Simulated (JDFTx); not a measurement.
Pt:

```
CELL_PARAMETERS angstrom
-1.58422 1.58422 1.58422
1.58422 -1.58422 1.58422
1.58422 1.58422 -1.58422
ATOMIC_POSITIONS crystal
Pt 0.00000 0.00000 0.00000
```

This isn't the form of Pt at room conditions, which is fcc.

| Item | Value |
| --- | --- |
| Program | JDFTx 1.7.0 (patched build) |
| Task | relaxation of cell and atoms |
| Functional | r2SCAN |
| Potentials or basis | SG15-PBE-1.2 with smoothed tails |
| Cutoff | 1088 eV |
| Density cutoff | 4354 eV |
| k mesh | 6 × 6 × 6 |
| Occupations | fermi-dirac, width 0.05 eV |
| Spin | no spin polarisation |

At the start: pressure -5.8 GPa; volume 15.90 Å³/atom.

**Question.** Where does the relaxation end?

**Answer.** Over 5 steps the energy falls by 6.9 meV/atom and the volume is 15.53 Å³/atom (-2.3 %); space group Im-3m (No. 229, to 0.05 Å).

The path:
| step | energy change (eV) | largest force (eV/Å) | pressure (GPa) | volume (Å³) |
| --- | --- | --- | --- | --- |
| 1 | 0.0000 | 0.0000 | -5.80 | 15.90 |
| 2 | -0.0015 | 0.0000 | -5.14 | 15.86 |
| 3 | -0.0069 | 0.0000 | -0.05 | 15.53 |
| 4 | -0.0069 | 0.0000 | -0.01 | 15.53 |
| 5 | -0.0069 | 0.0000 | 0.01 | 15.53 |

Final structure:
```
CELL_PARAMETERS angstrom
-1.57177 1.57177 1.57177
1.57177 -1.57177 1.57177
1.57177 1.57177 -1.57177
ATOMIC_POSITIONS crystal
Pt 0.00000 0.00000 0.00000
```

Caveat: the k mesh is coarse (spacing up to 0.47 Å⁻¹), so the values aren't converged; meta-GGA forces are noisy on this grid; the potentials were made for another functional, which shifts forces and pressure.
